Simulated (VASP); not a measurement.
All values below come from vdW-DF-cx, VASP's PBE PAW potentials (set 64) (plane waves; VASP 6.6.1).

The input files of a VASP run:

**POSCAR**
```
CaF2
1
    0.0000000000     2.7269215212     2.7269215212
    2.7269215212     0.0000000000     2.7269215212
    2.7269215212     2.7269215212     0.0000000000
Ca F
1 2
Direct
  1.0000000000   1.0000000000   0.0000000000
  0.2500000000   0.2500000000   0.2500000000
  0.7500000000   0.7500000000   0.7500000000
```

### INCAR
```
! general
SYSTEM   = CaF2
PREC     = Accurate
ENCUT    = 520
LREAL    = F
LASPH    = T

! electronic loop
EDIFF    = 1E-7
NELM     = 100
ALGO     = Normal

! smearing
ISMEAR   = 0
SIGMA    = 0.05

! functional
GGA      = CX
LUSE_VDW = T
AGGAC    = 0.0

! ions
ISIF     = 2

! output
LWAVE    = F
LCHARG   = F
```

**KPOINTS**
```
Automatic mesh
0
Gamma
7 7 7
0 0 0
```

POTCAR, in this order: Ca_sv F (PBE.64 set). Program: vasp_std.

Output

OUTCAR:
```
 ion  position               nearest neighbor table
   1  0.000  0.000  0.000-   3 2.36   3 2.36   3 2.36   2 2.36   3 2.36   2 2.36   2 2.36   2 2.36
  LATTYP: Found a face centered cubic cell.
 ALAT       =     5.4538430424
 Subroutine PRICEL returns:
 Original cell was already a primitive cell.
 Subroutine GETGRP returns: Found 48 space group operations
The static configuration has the point symmetry O_h .
The dynamic configuration has the point symmetry O_h .
 Subroutine INISYM returns: Found 48 space group operations
 Subroutine IBZKPT returns following result:
 Found     20 irreducible k-points:

 Following reciprocal coordinates:
            Coordinates               Weight
  0.000000  0.000000  0.000000      1.000000
  0.142857  0.000000  0.000000      8.000000
  0.285714  0.000000  0.000000      8.000000
  0.428571  0.000000  0.000000      8.000000
  0.142857  0.142857  0.000000      6.000000
  0.285714  0.142857  0.000000     24.000000
  0.428571  0.142857  0.000000     24.000000
 -0.428571  0.142857  0.000000     24.000000
 -0.285714  0.142857  0.000000     24.000000
 -0.142857  0.142857  0.000000     12.000000
  0.285714  0.285714  0.000000      6.000000
  0.428571  0.285714  0.000000     24.000000
 -0.428571  0.285714  0.000000     24.000000
 -0.285714  0.285714  0.000000     12.000000
  0.428571  0.428571  0.000000      6.000000
 -0.428571  0.428571  0.000000     12.000000
  0.428571  0.285714  0.142857     24.000000
 -0.428571  0.285714  0.142857     48.000000
 -0.428571  0.428571  0.142857     24.000000
 -0.285714  0.428571  0.142857     24.000000
   k-points           NKPTS =     20   k-points in BZ     NKDIM =     20   number of bands    NBANDS=     16
   number of dos      NEDOS =    301   number of ions     NIONS =      3
   total plane-waves  NPLWV =  27000
   dimension x,y,z NGX =    30 NGY =   30 NGZ =   30
   dimension x,y,z NGXF=    60 NGYF=   60 NGZF=   60
...
```

File OSZICAR:
```
       N       E                     dE             d eps       ncg     rms          rms(c)
DAV:   1     0.228686940100E+03    0.22869E+03   -0.13917E+04   640   0.154E+03
DAV:   2    -0.320808737497E+01   -0.23190E+03   -0.22853E+03   824   0.393E+02
DAV:   3    -0.121012608856E+02   -0.88932E+01   -0.88866E+01   720   0.879E+01
DAV:   4    -0.124444686414E+02   -0.34321E+00   -0.34312E+00  1104   0.127E+01
DAV:   5    -0.124466270669E+02   -0.21584E-02   -0.21584E-02   688   0.103E+00    0.769E+00
DAV:   6    -0.112484556774E+02    0.11982E+01   -0.64676E+00   680   0.182E+01    0.309E+00
DAV:   7    -0.112514695757E+02   -0.30139E-02   -0.16965E-01   856   0.386E+00    0.165E+00
DAV:   8    -0.112739370451E+02   -0.22467E-01   -0.36720E-02   808   0.234E+00    0.195E-01
DAV:   9    -0.112797376040E+02   -0.58006E-02   -0.10201E-02   840   0.794E-01    0.143E-01
DAV:  10    -0.112808947477E+02   -0.11571E-02   -0.24998E-03   744   0.354E-01    0.378E-02
DAV:  11    -0.112808996222E+02   -0.48745E-05   -0.18825E-04   856   0.117E-01    0.127E-02
DAV:  12    -0.112809164747E+02   -0.16852E-04   -0.45373E-05   672   0.506E-02    0.445E-03
DAV:  13    -0.112809169857E+02   -0.51108E-06   -0.53236E-06   984   0.177E-02    0.394E-03
DAV:  14    -0.112809164624E+02    0.52339E-06   -0.68645E-07   736   0.101E-02    0.377E-04
DAV:  15    -0.112809165136E+02   -0.51203E-07   -0.55025E-08   624   0.218E-03
   1 F= -.11280917E+02 E0= -.11280917E+02  d E =-.163893E-12
```

OUTCAR:
```
------------------------ aborting loop because EDIFF is reached ----------------------------------------
  FORCE on cell =-STRESS in cart. coord.  units (eV):
  Direction    XX          YY          ZZ          XY          YZ          ZX
  --------------------------------------------------------------------------------------
  Total       -0.0167544     -0.0167544     -0.0167544     -0.0000000      0.0000000      0.0000000
  in kB       -0.6618985     -0.6618985     -0.6618985     -0.0000000      0.0000000      0.0000000
  external PRESSURE =      -0.6618985 kB  Pullay stress =       0.0000000 kB
  volume of cell :       40.56
      direct lattice vectors                 reciprocal lattice vectors
     0.000000000  2.726921521  2.726921521    -0.183356945  0.183356945  0.183356945
     2.726921521  0.000000000  2.726921521     0.183356945 -0.183356945  0.183356945
     2.726921521  2.726921521  0.000000000     0.183356945  0.183356945 -0.183356945
 POSITION                                       TOTAL-FORCE (eV/Angst)
 -----------------------------------------------------------------------------------
      0.00000      0.00000      0.00000        -0.000000      0.000000     -0.000000
      1.36346      1.36346      1.36346         0.000000      0.000000     -0.000000
      4.09038      4.09038      4.09038        -0.000000     -0.000000      0.000000
 -----------------------------------------------------------------------------------
    total drift:                                0.000000     -0.000000      0.000000
  FREE ENERGIE OF THE ION-ELECTRON SYSTEM (eV)
  ---------------------------------------------------
  free  energy   TOTEN  =       -11.2809165136 eV

  energy  without entropy=      -11.2809165136  energy(sigma->0) =      -11.28091651
```
(Selected blocks of OUTCAR.)

OUTCAR:
```
 val. band max:       -1.0744609272   @ k =  -0.4286   0.4286   0.0000

 cond. band min:       6.3436781753   @ k =   0.0000   0.0000   0.0000


 Fermi energy:        -0.8371918588

 k-point     1 :       0.0000    0.0000    0.0000
  band No.  band energies     occupation
      1     -36.8799      2.00000
      2     -20.8557      2.00000
      3     -20.0669      2.00000
      4     -17.9073      2.00000
      5     -17.9073      2.00000
      6     -17.9073      2.00000
      7      -3.1728      2.00000
      8      -3.1727      2.00000
      9      -3.1727      2.00000
     10      -1.3016      2.00000
     11      -1.3016      2.00000
     12      -1.3016      2.00000
     13       6.3437      0.00000
     14       8.1765      0.00000
     15       8.1765      0.00000
     16      10.2399      0.00000

 k-point     2 :       0.1429    0.0000    0.0000
  band No.  band energies     occupation
      1     -36.8733      2.00000
      2     -20.9086      2.00000
      3     -20.1206      2.00000
      4     -17.9155      2.00000
      5     -17.9155      2.00000
      6     -17.8152      2.00000
      7      -3.0810      2.00000
      8      -3.0810      2.00000
      9      -3.0065      2.00000
     10      -1.5303      2.00000
     11      -1.3943      2.00000
     12      -1.3943      2.00000
     13       6.8521      0.00000
     14       8.2192      0.00000
     15       8.2192      0.00000
     16      10.0522      0.00000

 k-point     3 :       0.2857    0.0000    0.0000
  band No.  band energies     occupation
      1     -36.8585      2.00000
      2     -20.9833      2.00000
      3     -20.2888      2.00000
      4     -17.9338      2.00000
      5     -17.9338      2.00000
      6     -17.5985      2.00000
      7      -2.8506      2.00000
      8      -2.8506      2.00000
      9      -2.6419      2.00000
     10      -1.9666      2.00000
     11      -1.6186      2.00000
     12      -1.6186      2.00000
     13       7.8964      0.00000
...
```

The compound is CaF2 in the fluorite structure. It was relaxed first.
